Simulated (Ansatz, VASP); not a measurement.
AlN: VASP beside Ansatz

```xyz
4
Lattice="3.1299 0.0000 0.0000 -1.5649 2.7106 0.0000 0.0000 0.0000 5.0170" Properties=species:S:1:pos:R:3 pbc="T T T"
Al   -0.0880    1.8070    0.0087
Al    1.6529    0.9035    2.5172
N     0.0778    1.8070    1.9229
N     1.4871    0.9035    4.4313
```

Change from the starting cell: mode 4 frozen in at -0.088 Å and mode 5 at +0.000 Å (largest displacements).

Alike in both runs: task single point; functional PBE; k mesh 9 × 9 × 6; occupations gaussian, width 0.05 eV; no spin polarisation.

```csv
,VASP,Ansatz
version,VASP 6.6.1,Ansatz 0.2.0
potentials or method,"VASP PAW PBE potentials, release 64 (Al, N)","scalar-relativistic, plane waves, PAW"
plane-wave cutoff (eV),520,520
valence electrons in the cell,16,16
```

```csv
,VASP,Ansatz,Ansatz less VASP
gap on the k mesh at the Fermi level (eV),3.96,3.95,-0.008
least direct gap on the mesh (eV),3.96,3.95,-0.008
pressure (GPa),-0.4,-0.2,+0.17
largest component of the traceless stress (GPa),0.52,0.50,-0.015
rms of the force components (eV/Å),0.222,0.221,-0.0008
```

Atom by atom the forces differ by 0.001 eV/Å (rms over components).
